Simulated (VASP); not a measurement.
Here is a VASP 6.6.1 calculation.

File INCAR:

```
SYSTEM = SiC
PREC     = Accurate       ! precision mode
ENCUT    = 520            ! plane-wave cutoff, eV
EDIFF    = 1E-7           ! SCF threshold, eV
ISMEAR   = 0              ! smearing method
SIGMA    = 0.02           ! smearing width, eV
LREAL    = .False.        ! projectors in reciprocal space
LASPH    = .True.         ! aspherical terms in the spheres
NELM     = 4              ! most SCF steps
ALGO     = Fast           ! electronic algorithm
ISIF     = 3              ! what is computed and relaxed
LWAVE    = .False.        ! write WAVECAR
LCHARG   = .False.        ! write CHGCAR
GGA      = PE             ! functional
IBRION   = 2              ! ionic algorithm
NSW      = 80             ! ionic steps
EDIFFG   = -0.002         ! ionic threshold
```

KPOINTS

```
Automatic mesh
0
Gamma
  12 12 12
  0 0 0
```

POSCAR

```
SiC
1.0
    0.0000000000      2.1790000000      2.1790000000
    2.1790000000      0.0000000000      2.1790000000
    2.1790000000      2.1790000000      0.0000000000
Si C
1 1
Direct
    0.0000000000      0.0000000000      0.0000000000
    0.2500000000      0.2500000000      0.2500000000
```

Potentials or basis: VASP PAW PBE potentials, release 64 (Si, C).

The run is started by

```console
$ cat potpaw_PBE.64/Si/POTCAR potpaw_PBE.64/C/POTCAR > POTCAR
$ mpirun -np 1 vasp_std > vasp.out
```

Predict the band gap on the k mesh.

1.37 eV, indirect (least direct gap 4.53 eV).

What does it give for the relaxed cell?

a = 3.097 Å, b = 3.097 Å, c = 3.097 Å, α = 60.00°, β = 60.00°, γ = 60.00°.

Predict the relaxed volume.

10.50 Å³/atom.

Final structure:
```
CELL_PARAMETERS angstrom
0.00000 2.18978 2.18978
2.18978 0.00000 2.18978
2.18978 2.18978 0.00000
ATOMIC_POSITIONS crystal
Si 0.00000 0.00000 0.00000
C 0.25000 0.25000 0.25000
```

A k mesh can miss the band edges. Zero-point motion and thermal expansion aren't in these numbers.
